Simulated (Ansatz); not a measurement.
MoS2: reading a single point

```
CELL_PARAMETERS angstrom
3.13856 0.00000 0.00000
-1.56928 2.71807 0.00000
0.00000 -1.81204 6.12538
ATOMIC_POSITIONS crystal
Mo 0.00000 0.00000 0.00000
S 0.24970 0.49940 0.74910
S 0.41900 0.83800 0.25700
```

The numbers come from plane-wave PAW DFT (Ansatz): r2SCAN, no spin polarisation, 500 eV, 10×10×10 Γ-centred k points, fermi-dirac occupations (width 0.0515 eV). Nothing was relaxed.

- Stress: The pressure is 5.0 GPa (compression positive), so with the atoms held at these fractions the cell would first expand. The principal stresses 3.7, 5.6, 5.6 GPa differ, so its shape would change too.
- Electronic structure: The gap is 1.01 eV, indirect (the least direct gap found is 1.92 eV). A semilocal functional usually gives too small a gap.
- Band edges: Within 0.7 eV of the edges, the states project mainly on Mo d (52 %) and S p (41 %) below the gap and on Mo d (64 %) and S p (30 %) above it.
- Formation energy: -0.96 eV an atom against the elements' usual phases (free molecules for gases, crystals otherwise, with no correction for O₂ or N₂), so it is bound against them; other compounds may still compete. Relaxing would lower it.
- Contacts: Mo–S at 2.38 Å: least valence density 0.65 e/Å³ and ELF 0.47 there. These are pseudo-fields; inside the PAW spheres they differ from the all-electron ones.
- Charges: Bader charges in e: Mo +1.30, S -0.65. In the mean Mo gives up most and S takes most.
- Forces: The largest is on Mo1: 0.59 eV/Å, components (0.00, 0.00, 0.59). It makes 130° with the line to a nearest neighbour, S2 at 2.38 Å.

Origin: a known structure type with other elements, at an estimated volume, so it need not be a known compound.
